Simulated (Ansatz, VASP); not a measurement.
InO5 in VASP and in Ansatz

```xyz
6
Lattice="0.0000 3.9029 3.9029 3.9029 0.0000 3.9029 3.9029 3.9029 0.0000" Properties=species:S:1:pos:R:3 pbc="T T T"
In    3.9029    3.9029    3.9029
O     2.7019    2.7019    2.7019
O     5.1040    5.1040    2.7019
O     5.1040    2.7019    5.1040
O     2.7019    5.1040    5.1040
O     0.0000    0.0000    0.0000
```

Alike in both runs: functional PBE; k mesh 4 × 4 × 4; occupations gaussian, width 0.1 eV; collinear spin.

Ansatz relaxed the structure, and its values are those at the end. VASP's run is a single point on that final structure, the one shown.

```csv
,VASP,Ansatz
version,VASP 6.6.1,Ansatz 0.2.0
potentials or method,"VASP PAW PBE potentials, release 64 (In_d, O)","scalar-relativistic, plane waves, PAW"
plane-wave cutoff (eV),520,420
valence electrons in the cell,43,43
```

```tsv
	VASP	Ansatz	Ansatz less VASP
gap on the k mesh at the Fermi level (eV)	none	none	-
pressure (GPa)	0.3	0.3	0.00
rms of the force components (eV/Å)	0.039	0.003	-0.0359
net moment per atom (μB)	1.17	1.17	0.000
size of the moment on the site where the two differ most (μB)	1.51	1.87	+0.359
```

Site moments also hang on the region over which each program counts them. A gap of «none» marks a metal or a gap that the smearing closes.
